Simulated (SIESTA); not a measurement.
Se:

```
Se
1.0
     4.36620    0.00000    0.00000
    -2.18310    3.78124    0.00000
     0.00000    0.00000    4.95360
Se
3
Direct
  0.77460 0.77460 0.00000
  0.00000 0.22540 0.66667
  0.22540 0.00000 0.33333
```

Base run:

| Item | Value |
| --- | --- |
| Program | SIESTA 5.4.2 |
| Functional | PBE |
| Potentials or basis | PseudoDojo 0.4 standard (PBE files) |
| Basis | DZP (energy shift 0.002 Ry) |
| Grid cutoff | 500 Ry |
| Energy shift | 0.002 Ry |
| k mesh | 7 × 7 × 6 |
| Occupations | fermi-dirac, width 0.05 eV |
| Spin | no spin polarisation |

Its results: band gap on the k mesh 1.04 eV, indirect (least direct gap 1.31 eV); pressure 8.7 GPa; largest force 1.980 eV/Å.

After a change of settings the same cell gave: band gap on the k mesh 1.25 eV, indirect (least direct gap 1.50 eV); pressure 3.9 GPa; largest force 0.782 eV/Å. Which change was it?
A. basis from DZP (energy shift 0.002 Ry) to DZP (energy shift 0.003 Ry; two zetas on semicore shells); energy shift from 0.002 Ry to 0.003 Ry
B. potentials or basis from PseudoDojo 0.4 standard (PBE files) to SG15 1.2 (PBE files) or PseudoDojo by element; valence electrons from 48 to 18
C. basis from DZP (energy shift 0.002 Ry) to TZDP (energy shift 0.002 Ry)

B.

Caveats: semicore shells carry a single zeta, which can move pressures by several GPa and volumes by a few percent; the basis of atomic orbitals isn't converged, which shifts pressures, moduli and gaps; an odd mesh through Γ misses points on the zone boundary, where band edges often lie (some runs); forces of over 1 eV/Å show positions far from the minimum, so gaps and moduli don't describe the material at rest (some runs); the mesh misses the band edges, which the band path finds closer together (some runs).

Not every run made on this cell is shown here.
